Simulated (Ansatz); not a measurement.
CaF2:
```
CELL_PARAMETERS angstrom
      0.00000     2.73368     2.73368
      2.73368     0.00000     2.73368
      2.73368     2.73368     0.00000
ATOMIC_POSITIONS crystal
  Ca 0.00000 0.00000 0.00000
  F  0.25000 0.25000 0.25000
  F  0.75000 0.75000 0.75000
```

Relaxed with HSE06. Special points in fractions of this cell's reciprocal vectors: Γ (0.000, 0.000, 0.000); X (0.500, 0.000, 0.500); U (0.625, 0.250, 0.625); K (0.375, 0.375, 0.750); L (0.500, 0.500, 0.500); W (0.500, 0.250, 0.750).

Task: List the band energies nearest the valence-band maximum at these points for the program Ansatz at the HSE06 level (PAW).

Result: In eV from the valence-band maximum; about four levels below and three above (degenerate sets whole), none deeper than 8.9 eV; points with the same levels are listed once.

```json
[
 {"k": "Γ", "below": "-2.18 -2.18 -2.18 -0.27 -0.27 -0.27", "above": "9.35 11.79 11.79"},
 {"k": "X", "below": "-1.73 -1.73 -0.36 -0.36 0.00", "above": "10.45 12.18 12.85"},
 {"k": "U", "below": "-1.58 -0.65 -0.45 -0.10", "above": "10.73 12.36 12.52"},
 {"k": "L", "below": "-1.34 -1.28 -0.88 -0.88", "above": "12.02 12.02 12.39"},
 {"k": "W", "below": "-1.09 -1.09 -0.27 -0.09", "above": "10.80 12.44 12.60 12.60"}
]
```

Space group Fm-3m (fluorite). The cell was relaxed with HSE06 under the symmetry of its start. The hybrid was solved on a coarse mesh, the path and, where they were found, the r²SCAN edge points; its band edges are the extreme levels among these.

Potentials: the later of the program's two PAW sets.
